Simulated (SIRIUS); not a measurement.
Zn:

```
Zn
1.0
     2.67000    0.00000    0.00000
    -1.33500    2.31229    0.00000
     0.00000    0.00000    4.96600
Zn
2
Direct
  0.66667 0.33333 0.75000
  0.33333 0.66667 0.25000
```

Base run:

* Program: SIRIUS 7.10.0
* Functional: SOGGA
* Potentials or basis: PseudoDojo 0.4.1 PBE standard (scalar relativistic)
* Cutoff: 1152 eV
* Density cutoff: 4606 eV
* k mesh: 8 × 8 × 4
* Occupations: fermi-dirac, width 0.05 eV
* Spin: no spin polarisation

Its results: band gap on the k mesh none (metal or under the smearing width); pressure -7.0 GPa.

**Question.** After a change of settings the same cell gave: band gap on the k mesh none (metal or under the smearing width); pressure -6.2 GPa. Which change was it?
A. functional from SOGGA to AM05; libxc names from ["XC_GGA_X_SOGGA", "XC_GGA_C_PBE"] to ["XC_GGA_X_AM05", "XC_GGA_C_AM05"]
B. functional from SOGGA to PW91; libxc names from ["XC_GGA_X_SOGGA", "XC_GGA_C_PBE"] to ["XC_GGA_X_PW91", "XC_GGA_C_PW91"]
C. functional from SOGGA to revPBE; libxc names from ["XC_GGA_X_SOGGA", "XC_GGA_C_PBE"] to ["XC_GGA_X_PBE_R", "XC_GGA_C_PBE"]
D. functional from SOGGA to LDA; libxc names from ["XC_GGA_X_SOGGA", "XC_GGA_C_PBE"] to ["XC_LDA_X", "XC_LDA_C_PW"]

**Answer.** A.

Caveats: the potentials were made for another functional, which shifts forces and pressure.

Not every run made on this cell is shown here.
